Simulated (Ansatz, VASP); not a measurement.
**W: VASP beside Ansatz**

Contents of INCAR:

```
SYSTEM = W
PREC = Accurate ; ENCUT = 520
EDIFF = 1E-6 ; ISMEAR = 0
SIGMA = 0.15 ; LREAL = .False.
LASPH = .True. ; NELM = 100
ALGO = Fast ; ISIF = 2
LWAVE = .False. ; LCHARG = .False.
GGA = PE ; NBANDS = 13
```

File KPOINTS:

```
regular mesh
0
Gamma
  20 20 20
  0 0 0
```

File POSCAR:

```
W
1.0
    0.0000000000      2.0300000000      1.9691000000
    2.0300000000      0.0000000000      1.9691000000
    2.0300000000      2.0300000000      0.0000000000
W
1
Direct
    0.0000000000      0.0000000000      0.0000000000
```

Input for Ansatz:

```yaml
crystal:
  lattice:
    - [0.0, 2.03, 1.9691]
    - [2.03, 0.0, 1.9691]
    - [2.03, 2.03, 0.0]
  atoms:
    - { symbol: W, position: [0.0, 0.0, 0.0] }
basis:
  ecutwfc: 420
kpoints:
  mp_grid: { grid: [20, 20, 20] }
hamiltonian:
  xc: pbe
scf:
  occupations: { method: gaussian, width: 0.15 }
output:
  forces: true
  stress: true
  eigenvalues: true
```

Change from the starting cell: strain +0.000 along x and y, -0.030 along z, atoms carried along.

Alike in both runs: task single point; functional PBE; k mesh 20 × 20 × 20; occupations gaussian, width 0.15 eV; no spin polarisation.

|  | VASP | Ansatz |
| --- | --- | --- |
| version | VASP 6.6.1 | Ansatz 0.2.0 |
| potentials or method | VASP PAW PBE potentials, release 64 (W_sv) | scalar-relativistic, plane waves, PAW |
| plane-wave cutoff (eV) | 520 | 420 |
| valence electrons in the cell | 14 | 14 |

|  | VASP | Ansatz | Ansatz less VASP |
| --- | --- | --- | --- |
| gap on the k mesh at the Fermi level (eV) | none | none | - |
| pressure (GPa) | 4.4 | 3.9 | -0.50 |
| largest component of the traceless stress (GPa) | 7.11 | 7.04 | -0.069 |

A gap of «none» marks a metal or a gap that the smearing closes. The functional is the same, so the differences come from potentials, cutoffs and numerics.

Spin-orbit coupling is left out, which matters for the levels of W.
